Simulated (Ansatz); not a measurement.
The system is Ta2N.

```
CELL_PARAMETERS angstrom
3.11286 0.00000 0.00000
-1.55643 2.69582 0.00000
0.00000 0.00000 4.86984
ATOMIC_POSITIONS crystal
Ta 0.33333 0.66667 0.25471
Ta 0.66667 0.33333 0.74529
N 0.00000 0.00000 0.00000
```

The cell comes from a database or a generator and needn't be the stable form of this composition.

Base run:

* Program: Ansatz 0.2.0
* Functional: PBEsol
* Potentials or basis: Ansatz PAW
* Cutoff: 420 eV
* Density cutoff: 1680 eV
* k mesh: 10 × 10 × 6
* Occupations: fermi-dirac, width 0.05 eV
* Spin: no spin polarisation

Its results: band gap on the k mesh none (metal or under the smearing width); pressure -9.1 GPa; largest force 0.297 eV/Å.

**Question.** The run is repeated on the same cell with these changes: functional from PBEsol to RPBE. What comes out?

**Answer.** Band gap on the k mesh none (metal or under the smearing width); pressure 2.6 GPa; largest force 0.093 eV/Å.

RPBE binds less tightly than PBEsol, so the same cell stands under more pressure.

Caveats: the PAW data sets come from PBE, with cores solved anew for the run's functional, which leaves a small shift of forces and pressure; the potentials were made for another functional, which shifts forces and pressure (some runs).

Not every run made on this cell is shown here.
